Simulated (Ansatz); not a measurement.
## Magnetic states of iron, A15

Computed with DFT, PBE, plane waves (420 eV) with PAW, scalar-relativistic (Ansatz 0.2.0).

Each start was relaxed and then solved on a dense mesh, with Fermi-Dirac smearing of 0.05 eV (0.1 eV in a metal without spin) extrapolated to zero. Rows within 2 meV/atom of each other tie.

(1) Where does each start end, and how do the energies compare? Starts: non-magnetic; ferromagnetic.

Results:

(1) 
```tsv
start	ends	ΔE (meV/atom)	V (Å³/atom)
ferromagnetic	ferromagnetic, net 2.15 μB per atom	0.0	11.50
non-magnetic	spin not included	225.7	10.49
```
